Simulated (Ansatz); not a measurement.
Start of a relaxation, O over the place (2/4, 2/4) of the surface cell, counted from the highest slab atom, its height relaxed (CoO, Fm-3m (No. 225), (1 0 0) face):

```xyz
9
Lattice="2.9465 0.0000 0.0000 0.0000 2.9465 0.0000 0.0000 0.0000 25.2504" Properties=species:S:1:pos:R:3 pbc="T T T"
Co    1.4732    1.4732    8.5000
O     0.0000    0.0000    8.5000
Co    0.0000    0.0000   10.5835
O     1.4732    1.4732   10.5835
Co    1.4732    1.4732   12.9017
O     0.0000    0.0000   12.6584
Co    0.0000    0.0000   14.6938
O     1.4732    1.4732   14.9223
O     2.9465    2.9465   16.6223
```

The calculation used Ansatz 0.2.0, DFT PBEsol, scalar-relativistic, plane waves, PAW. Cutoff 420 eV; k points 10×10×1 on the computed 9-atom cell (Γ-centred); Gaussian smearing, width 0.10 eV; collinear spin from starting moments 2.56 0.32 2.74 0.4 2.67 0.41 2.6 0.36 2 μB. A dipole correction removes the field between periodic images along c.

Atoms 1, 2, 3, 4, 5, 6, 7, 8 (counted from 1) are held. Atom 9 may move along c only. The cell is fixed. Force threshold 0.02 eV/Å.

```tsv
step	E − E_final (eV)	largest force (eV/Å)
1	0.762	3.330
2	0.367	3.097
3	0.001	0.181
4	0.000	0.024
5	0.000	0.000
```

(1) What is the final structure?

The end is the local minimum or symmetric point that this start leads to.

The state reached may not be the lowest one. The program reads another magnetic order as possibly lower. Moments started parallel, and an antiferromagnetic order may lie lower. Semilocal functionals without U can misjudge the magnetic state of such a slab.

## Answers

(1)
```xyz
9
Lattice="2.9465 0.0000 0.0000 0.0000 2.9465 0.0000 0.0000 0.0000 25.2504" Properties=species:S:1:pos:R:3 pbc="T T T"
Co    1.4732    1.4732    8.5000
O     0.0000    0.0000    8.5000
Co    0.0000    0.0000   10.5835
O     1.4732    1.4732   10.5835
Co    1.4732    1.4732   12.9017
O     0.0000    0.0000   12.6584
Co    0.0000    0.0000   14.6938
O     1.4732    1.4732   14.9223
O     2.9465    2.9465   16.3127
```

Cost: 1 run of about 7.1 core-minutes, on Arm Neoverse V2 (shared hosts).